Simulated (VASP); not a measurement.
A run of VASP 6.6.1:

The input INCAR:

```
  ALGO = Fast
  EDIFF = 1E-6
  ENCUT = 520
  GGA = PE
  ISIF = 2
  ISMEAR = 0
  LASPH = T
  LCHARG = T
  LELF = T
  LREAL = F
  LVHAR = T
  LWAVE = F
  NELM = 60
  PREC = Accurate
  SIGMA = 0.011
```

Contents of KPOINTS:

```
k-points
0
Gamma
  6 6 6
```

The input POSCAR:

```
Cu2O
1.0
    4.2600000000      0.0000000000      0.0000000000
    0.0000000000      4.2600000000      0.0000000000
    0.0000000000      0.0000000000      4.2600000000
Cu O
4 2
Direct
    0.7500000000      0.2500000000      0.7500000000
    0.7500000000      0.7500000000      0.2500000000
    0.2500000000      0.7500000000      0.7500000000
    0.2500000000      0.2500000000      0.2500000000
    0.5000000000      0.5000000000      0.5000000000
    0.0000000000      0.0000000000      0.0000000000
```

Potentials or basis: VASP PAW PBE potentials, release 64 (Cu, O).

The run is started by

```bash
$ cat potpaw_PBE.64/Cu/POTCAR potpaw_PBE.64/O/POTCAR > POTCAR
$ mpirun -np 1 vasp_std > vasp.out
```

Hardware: 1 thread of Intel(R) Xeon(R) 6975P-C (Granite Rapids) (shared host).

Task: Estimate the wall time of this run.

Result: Run time: 22 s on 1 thread of Intel(R) Xeon(R) 6975P-C (Granite Rapids) (shared host), peak memory 0.19 GiB. Counts: scf iterations 18, k points 20.
